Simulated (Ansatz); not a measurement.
# Si (Fm-3m), an elastic constant from a strain scan

These are results of DFT PBE+D3(BJ), scalar-relativistic, plane waves, PAW in Ansatz, not measurements. The runs took a 420 eV cutoff, a Γ-centred 28×28×28 mesh and Gaussian smearing (0.15 eV). No spin polarisation. Energies are free energies at this smearing, counted from the undisturbed cell; pressure is positive in compression.

The undisturbed cell (relaxed at this level; with this scan's settings it stands at -0.6 GPa; this fcc form isn't the usual structure):

```
Si
1.0
     0.00000    1.90052    1.90052
     1.90052    0.00000    1.90052
     1.90052    1.90052    0.00000
Si
1
Direct
  0.00000 0.00000 0.00000
```

The cell is strained by ε times the Voigt pattern (0, 0, 0, 0, 0, 1) (xx, yy, zz, yz, xz, xy; engineering shear) with fractional coordinates fixed. The cell holds 1 atom in V0 = 13.73 Å³. The stress column is τ = (1/V0) dE/dε, got from the stress tensor σ (compression positive) at each point as −det(1 + εP) σ : P(1 + εP)⁻¹, with P the pattern as a tensor.

```
      ε  ΔE (meV/atom)  τ (GPa)
-0.0175          0.403   -0.524
-0.0150          0.298   -0.455
-0.0125          0.208   -0.383
-0.0100          0.134   -0.309
-0.0075          0.076   -0.233
-0.0050          0.034   -0.156
-0.0025          0.009   -0.078
 0.0000          0.000    0.000
 0.0025          0.009    0.078
 0.0050          0.034    0.156
 0.0075          0.076    0.233
 0.0100          0.134    0.309
 0.0125          0.208    0.383
 0.0150          0.298    0.455
 0.0175          0.403    0.524
 0.0200              ?        ?
```

Task: Which combination of elastic constants does this scan measure, and how large is it?

Result: For small ε, τ = τ0 + Kε with K = pᵀCp, which for this pattern is C44 in the cubic axes. The parabola through τ at ε = -0.0025, 0 and 0.0025 has slope K = 31 GPa at zero. The energies per cell, E = NΔE, of the wider pair ε = ±0.0175 give K = 2[E(ε₊)/ε₊ − E(ε₋)/ε₋]/[(ε₊ − ε₋)V0] = 31 GPa, in agreement.

Task: Predict the withheld row at ε = 0.0200 from the harmonic law, and compare.

Result: ΔE = V0(τ0 ε + Kε²/2)/N = 0.536 meV/atom and τ = 0.63 GPa. The calculation gives 0.523 meV/atom and 0.59 GPa, a miss of 2.5 % of the harmonic energy, so the harmonic law still holds here.

In a metal these slopes depend on the k mesh and the smearing.